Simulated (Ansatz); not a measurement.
Eigenvalues along a path: RbBr

```
CELL_PARAMETERS angstrom
4.19287 0.00000 0.00000
0.00000 4.19287 0.00000
0.00000 0.00000 4.19287
ATOMIC_POSITIONS crystal
Rb 0.00000 0.00000 0.00000
Br 0.50000 0.50000 0.50000
```

The cell comes from a relaxation on PAW files under the same functional, begun from a database entry that needn't be the ground state.

Computed with Ansatz 0.2.0; functional PBE, scalar-relativistic. Settings: a Γ-centred 7×7×7 k mesh, Fermi–Dirac smearing of 0.02 eV, no spin polarisation. Methods: LAPW: all electrons, basis error target 0.5 meV/atom.

Path points, in fractions of the reciprocal vectors: Γ (0.000, 0.000, 0.000), X (0.000, 0.500, 0.000), M (0.500, 0.500, 0.000), R (0.500, 0.500, 0.500). The distance column jumps between branches of the path. Levels in eV from the valence-band top; bands 15 to 24, counted from the lowest band of the run. The gap is 3.93 eV, the pressure 0.04 GPa.

```
# k(1/Å) point b15 b16 b17 b18 b19 b20 b21 b22 b23 b24
0.000 Γ -12.54 -9.17 -9.17 -9.17 -0.15 -0.15 -0.15 3.93 5.63 5.63
0.107 - -12.54 -9.17 -9.17 -9.17 -0.25 -0.15 -0.15 4.06 5.67 5.74
0.214 - -12.54 -9.19 -9.16 -9.16 -0.50 -0.16 -0.16 4.40 5.78 6.04
0.321 - -12.54 -9.22 -9.15 -9.15 -0.82 -0.17 -0.17 4.89 5.96 6.48
0.428 - -12.54 -9.25 -9.14 -9.14 -1.13 -0.18 -0.18 5.45 6.20 6.96
0.535 - -12.53 -9.27 -9.14 -9.14 -1.38 -0.19 -0.19 6.04 6.48 7.33
0.642 - -12.53 -9.28 -9.13 -9.13 -1.54 -0.20 -0.20 6.58 6.75 7.45
0.749 X -12.53 -9.29 -9.13 -9.13 -1.59 -0.20 -0.20 6.87 6.88 7.38
0.856 - -12.53 -9.30 -9.14 -9.13 -1.57 -0.25 -0.19 6.87 6.89 7.35
0.963 - -12.50 -9.31 -9.19 -9.12 -1.49 -0.38 -0.17 6.68 6.84 7.49
1.070 - -12.47 -9.34 -9.25 -9.12 -1.37 -0.55 -0.13 6.31 6.70 7.89
1.177 - -12.44 -9.37 -9.32 -9.11 -1.24 -0.72 -0.08 5.92 6.51 8.46
1.284 - -12.41 -9.40 -9.38 -9.11 -1.11 -0.87 -0.04 5.59 6.33 8.17
1.392 - -12.38 -9.42 -9.42 -9.10 -1.03 -0.96 -0.01 5.37 6.22 7.99
1.499 M -12.38 -9.43 -9.43 -9.10 -0.99 -0.99 0.00 5.29 6.18 7.93
1.650 - -12.39 -9.42 -9.40 -9.10 -1.02 -0.96 -0.02 5.44 6.26 7.99
1.801 - -12.43 -9.38 -9.33 -9.11 -1.06 -0.87 -0.07 5.75 6.44 8.19
1.953 - -12.48 -9.33 -9.25 -9.12 -1.03 -0.73 -0.12 5.88 6.51 7.96
2.104 - -12.51 -9.27 -9.19 -9.14 -0.87 -0.55 -0.15 5.47 6.35 7.06
2.255 - -12.53 -9.22 -9.17 -9.15 -0.59 -0.36 -0.16 4.79 6.03 6.31
2.407 - -12.54 -9.18 -9.16 -9.16 -0.29 -0.21 -0.15 4.18 5.74 5.81
2.558 Γ -12.54 -9.17 -9.17 -9.17 -0.15 -0.15 -0.15 3.93 5.63 5.63
2.744 - -12.54 -9.18 -9.18 -9.16 -0.32 -0.21 -0.21 4.29 5.84 5.84
2.929 - -12.52 -9.21 -9.21 -9.15 -0.61 -0.37 -0.37 5.14 6.41 6.41
3.114 - -12.48 -9.25 -9.25 -9.19 -0.77 -0.58 -0.58 6.13 7.12 7.12
3.300 - -12.41 -9.30 -9.30 -9.26 -0.82 -0.81 -0.81 7.00 7.56 7.58
3.485 - -12.34 -9.33 -9.33 -9.33 -1.02 -1.02 -0.93 7.05 7.76 7.76
3.671 - -12.30 -9.36 -9.35 -9.35 -1.17 -1.17 -1.12 7.57 7.95 7.95
3.856 R -12.29 -9.36 -9.36 -9.36 -1.22 -1.22 -1.22 8.07 8.07 8.07
4.007 - -12.29 -9.37 -9.36 -9.35 -1.20 -1.18 -1.14 7.69 7.97 7.99
4.159 - -12.32 -9.38 -9.33 -9.32 -1.16 -1.06 -0.94 7.09 7.73 7.75
4.310 - -12.37 -9.38 -9.30 -9.27 -1.17 -0.87 -0.68 6.72 7.43 7.45
4.461 - -12.42 -9.36 -9.24 -9.22 -1.25 -0.64 -0.44 6.70 7.15 7.20
4.613 - -12.48 -9.33 -9.19 -9.17 -1.40 -0.43 -0.29 6.97 6.99 7.01
4.764 - -12.52 -9.30 -9.14 -9.14 -1.54 -0.26 -0.22 6.90 6.91 7.27
4.916 X -12.53 -9.29 -9.13 -9.13 -1.59 -0.20 -0.20 6.87 6.88 7.38
5.975 R -12.29 -9.36 -9.36 -9.36 -1.22 -1.22 -1.22 8.07 8.07 8.07
6.082 - -12.29 -9.37 -9.37 -9.35 -1.21 -1.21 -1.17 7.83 8.04 8.04
6.189 - -12.30 -9.38 -9.38 -9.31 -1.18 -1.18 -1.03 7.28 7.97 7.97
6.296 - -12.32 -9.39 -9.39 -9.26 -1.13 -1.13 -0.81 6.66 7.91 7.91
6.403 - -12.34 -9.40 -9.40 -9.20 -1.08 -1.08 -0.55 6.10 7.30 7.89
6.510 - -12.36 -9.42 -9.42 -9.15 -1.04 -1.04 -0.28 5.66 6.72 7.90
6.617 - -12.37 -9.43 -9.43 -9.11 -1.00 -1.00 -0.08 5.38 6.32 7.92
6.724 M -12.38 -9.43 -9.43 -9.10 -0.99 -0.99 0.00 5.29 6.18 7.93
```
